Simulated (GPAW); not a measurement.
Here is a GPAW 26.7.0 calculation.

File run.py:

```python
from ase.dft.bandgap import bandgap
from ase.io import read, write
from ase.units import GPa
from gpaw import GPAW, PW

atoms = read('InAs.xyz')

calc = GPAW(mode=PW(600),
            xc='PBE',
            kpts={'size': (8, 8, 8), 'gamma': True},
            occupations={'name': 'methfessel-paxton', 'order': 0, 'width': 0.023},
            nbands=18,
            convergence={'density': 1e-05, 'energy': 1e-05},
            maxiter=150,
            txt='gpaw.txt')
atoms.calc = calc
energy = atoms.get_potential_energy()
forces = atoms.get_forces()
stress = atoms.get_stress()
calc.write('gs.gpw')
write('result.traj', atoms)
print(f'Energy: {energy:.6f} eV')
print('Forces (eV/A):')
print(forces.round(4))
print('Stress (GPa):', (stress / GPa).round(3))
print('Fermi level:', round(calc.get_fermi_level(), 4), 'eV')
print(f'Gap: {bandgap(calc)[0]:.4f} eV, direct: {bandgap(calc, direct=True)[0]:.4f} eV')
```

Contents of InAs.xyz:

```xyz
2
Lattice="0.0000000000 3.0180000000 3.0180000000 3.0180000000 0.0000000000 3.0180000000 3.0180000000 3.0180000000 0.0000000000" Properties=species:S:1:pos:R:3 pbc="T T T"
In     0.0000000000      0.0000000000      0.0000000000
As     4.5270000000      4.5270000000      4.5270000000
```

Potentials or basis: GPAW PAW data sets (gpaw-data 1.2.1), pw.

The run is started by

```console
$ OMP_NUM_THREADS=1 python run.py
```

(1) Predict the band gap on the k mesh.

(2) What does it give for the pressure?

Results:

(1) none (metal or under the smearing width).

(2) 4.0 GPa.

Caveat: this crystal is a semiconductor, whose small gap the functional closes, so the metal is an error of the method.

**The experiment to reproduce.**

From a printed reference work, data compilation, for a bulk crystal of InAs at 4.2 K: band gap 0.418 eV (direct).

Measured gap of InAs: 0.418 eV (direct; 4.2 K; a printed reference work, data compilation). This calculation gives 0.00 eV (-0.42 eV). Spin-orbit coupling on As, In is left out. The value is that of PBE on a finite k mesh, which can miss the band edges, without temperature or zero-point motion. Semilocal functionals fall short of measured gaps as a rule.
